## Question

The table gives the band gap of a single MoTe₂ sheet at several levels of theory. LDA, PBE and r2SCAN obtain exchange from the electron density and related local quantities, without exact exchange. r2SCANh replaces a tenth of this exchange by exact exchange, and PBE0 replaces a quarter. HSE06 also replaces a quarter, but only at short distances. Hartree-Fock uses exact exchange in full and has no correlation. The label +SOC marks the one row with spin-orbit coupling, and a question mark stands for a withheld result.

Predict the gap and the rough cost of the Hartree-Fock row, each with an error bar. Explain also why PBE0 and HSE06 differ so much although they contain the same share of exact exchange.

MoTe2 sheet (2H monolayer, 3 atoms per cell, in-plane lattice constant 3.561 Å, vacuum along c), computed with Ansatz 0.2.0, plane-wave PAW, no spin polarisation, at the fixed r2SCAN-relaxed geometry. The k mesh is 12×12×1 for LDA, PBE, PBE+SOC and r2SCAN, and 6×6×1 for HSE06 and PBE0. Each gap is the least over the k mesh and the points Γ, M and K.

| level of theory | band gap (eV) | rough cost in core time (min) |
| --- | --- | --- |
| PBE | 1.046 | 0.55 |
| r2SCAN | 1.121 | 0.97 |
| HSE06 | 1.454 | 6.2 |
| PBE+SOC | 0.912 | 2.7 |
| PBE0 | 2.103 | 6.3 |
| LDA | 1.040 | 0.38 |
| Hartree-Fock | ? | ? |
| r2SCANh | 1.527 | 9.5 |

## Model answer

**What exact exchange does.** In a helium atom, each electron should feel the repulsion of one other electron, whereas an added electron would feel both. Exact exchange makes this distinction; the density-based forms leave part of an electron's repulsion with itself in the filled level. They also give the empty level an exchange attraction that exact exchange largely withholds. Put in their place, exact exchange therefore lowers filled levels and raises empty ones, which opens the gap. The band edges of the runs show both moves: from PBE to PBE0 the valence edge at K falls by 0.66 eV and the conduction edge rises by 0.40 eV. In the sheet the electrons are spread over many atoms, so helium gives the direction of the effect but not its size.

**Why a straight line is a fair start.** Let *a* be the share of exact exchange. If the orbitals stay as they are, each level shifts in proportion to *a*, and so does the gap between two given levels. The table is consistent with this up to a quarter, though each family of functionals has only two points. Per full unit of exact exchange, the gap rises by 4.2 eV from PBE to PBE0 and by 4.1 eV from r2SCAN to r2SCANh, although the starting functionals and the shares differ.

**Why the range matters.** PBE0 raises the PBE gap by 1.06 eV, HSE06 by only 0.41 eV. More than half of the PBE0 rise is thus lost when exact exchange is cut off at long distance. Hartree-Fock has no such cutoff, so HSE06 does not belong on the line that leads to it.

**How large the long-range part can be.** Exact exchange couples a state to all filled states through their overlap. If the interaction hardly changes over the distances that matter, its value at zero distance can be taken out of the sum. What remains is one for a filled state and zero for an empty one. The long-range interaction left out of HSE06 is erf(*ωr*)/*r* in atomic units, where *r* is the distance between two electrons and *ω* sets the cutoff. At zero distance it equals 2*ω*/√π hartree; with *ω* about 0.11 per bohr this is 3.4 eV, and a quarter of it is 0.84 eV.

The computed difference between PBE0 and HSE06 is 0.65 eV, about three quarters of that limit. A smaller value is reasonable, because the real interaction does weaken across the region where the filled states overlap. The estimate assumes that the density-based exchange which is replaced shifts both edges alike and so drops out of the gap. It is still expected to move the edges themselves, and the runs agree: from HSE06 to PBE0 the valence edge falls by 0.33 eV and the conduction edge rises by 0.32 eV. Both hybrids were run on the coarser 6×6×1 mesh, so the difference may hold an error from the k mesh, to which unscreened exchange is sensitive. Since the limit contains neither the element nor the lattice spacing, it is the same for a MoS₂ sheet. A difference of similar size between the two hybrids is plausible there, though no row here tests this.

**The forecast.** A straight line was fitted to LDA, PBE, r2SCAN, r2SCANh and PBE0, the rows without spin-orbit coupling and without a cutoff. At *a* = 1 it gives 1.08 + 4.16 × 1 = 5.24 eV, by far the largest gap of the table. I attach an error bar of 1.0 eV and leave the sign of the miss open.

This bar is a judgement, much wider than the scatter of the fit, because the line is stretched to four times the largest share it has seen. Over that distance the orbitals can change, and the correlation present in every fitted row disappears. Unscreened exchange also converges slowly with the k mesh, and the rows use two meshes: 12×12×1 for LDA, PBE, PBE+SOC and r2SCAN, but only 6×6×1 for PBE0 and HSE06. The meshes of r2SCANh and Hartree-Fock are not given here.

**The cost.** The exact-exchange operator has to be built whatever its weight. The Hartree-Fock run should therefore cost about as much as the three hybrids, roughly 7 core minutes within a factor of two.

The withheld rows as computed:

| level of theory | band gap (eV) | rough cost in core time (min) |
| --- | --- | --- |
| Hartree-Fock | 5.036 | 10 |

## Remarks on the reasoning

**The gap.** The computed Hartree-Fock gap is 5.04 eV, and it is the largest of the table. The forecast is too high by 0.20 eV, or 4 % of the computed value, so the error bar was generous. The miss is about as large as the uncertainty of the fitted slope, but that uncertainty mostly reflects the different starting gaps of LDA, PBE and r2SCAN. Both matched pairs, stretched alone, also end too high, at 5.274 and 5.181 eV. The table cannot say whether the loss of correlation, a change of orbitals or the mesh is behind this.

**What the hit does not prove.** It does not show that the orbitals stay unchanged or that correlation has no effect on the gap. Several changes may be small, or they may cancel. Nor does it show that the gaps are converged with the k mesh, since an error in unscreened exchange would grow with *a* and could lie on the same line. A row with full exact exchange but with the correlation of PBE would separate the loss of correlation from the rest, and the table has no such row.

**The tempting mistake.** A candidate who knows only that HSE06 contains a quarter of exact exchange might draw the line from PBE through HSE06. That line ends at 2.7 eV, little more than half the computed gap. The share of exact exchange is not enough to place a method; one must also ask over what distance it acts.

**The cost.** The run took 10 core minutes, within the stated factor of two but above each of the hybrids. It is only just above r2SCANh, and the table does not say why both exceed PBE0 and HSE06. A step to the finer mesh is unlikely to be the reason: exact-exchange work grows with the number of pairs of k points, so that step is expected to raise the cost many times over.

**Which gap is real.** No row here is shown to be the real gap of the sheet. Cutting off long-range exchange, as HSE06 does, mimics the strong screening of a bulk semiconductor. A free-standing sheet screens weakly at long distance, so the energy needed to add a separate electron and hole is expected to lie above the HSE06 gap. Spin-orbit coupling acts the other way: it lowers the PBE gap by 0.13 eV, and all other rows lack it.

The Hartree-Fock gap errs on the other side. In the real sheet the other electrons rearrange around an added electron or hole and lower its energy cost. Hartree-Fock leaves out this screening, and theory therefore expects its gap to be far too large. Its use here is to show where the line of growing unscreened exchange ends.

The printed output below gives the fit, the forecasts and the differences used above.

Output of the analysis:

```
fit of g on 5 rows (plain > 0.5): constant 1.076 +/- 0.024, coefficient of a 4.164 +/- 0.2; rms 0.0335, worst r2SCAN -0.0451, leave-one-out rms 0.0678
  rows outside the fit (model, value, miss): HSE06 2.117, 1.454, 0.663; PBE+SOC 1.076, 0.912, 0.164; Hartree-Fock 5.24, 5.036, 0.204
Forecast of the Hartree-Fock gap from the line, eV: 5.24
Lower end of the forecast range, eV: 4.24
Upper end of the forecast range, eV: 6.24
Slope from PBE to PBE0, eV per full exchange: 4.228
Slope from r2SCAN to r2SCANh, eV per full exchange: 4.06
PBE and PBE0 alone stretched to full exchange, eV: 5.274
r2SCAN and r2SCANh alone stretched to full exchange, eV: 5.181
Rival, PBE and HSE06 stretched to full exchange, eV: 2.678
Rise from PBE to PBE0, eV: 1.057
Rise from PBE to HSE06, eV: 0.408
PBE0 less HSE06, eV: 0.649
Share of the PBE0 rise that the cutoff removes, percent: 61.4
Projector limit for a quarter of long-range exchange, eV: 0.8444
PBE0 less HSE06 as a fraction of that limit: 0.7686
Spin-orbit shift of the PBE gap, eV: -0.134
r2SCAN less PBE, eV: 0.075
r2SCANh less HSE06, eV: 0.073
Factor in thermal carrier density at 300 K, PBE gap over HSE06 gap: 2673
fit of cost on 3 rows (a > 0): constant 7.333 +/- 1.1; rms 1.53, worst r2SCANh -2.17, leave-one-out rms 2.3
  rows outside the fit (model, value, miss): PBE 7.333, 0.55, 6.78; r2SCAN 7.333, 0.97, 6.36; PBE+SOC 7.333, 2.7, 4.63; LDA 7.333, 0.38, 6.95; Hartree-Fock 7.333, 10, -2.67
Computed Hartree-Fock gap less PBE gap, eV: 3.99
Hartree-Fock rise over PBE as a multiple of the PBE0 rise: 3.775
```
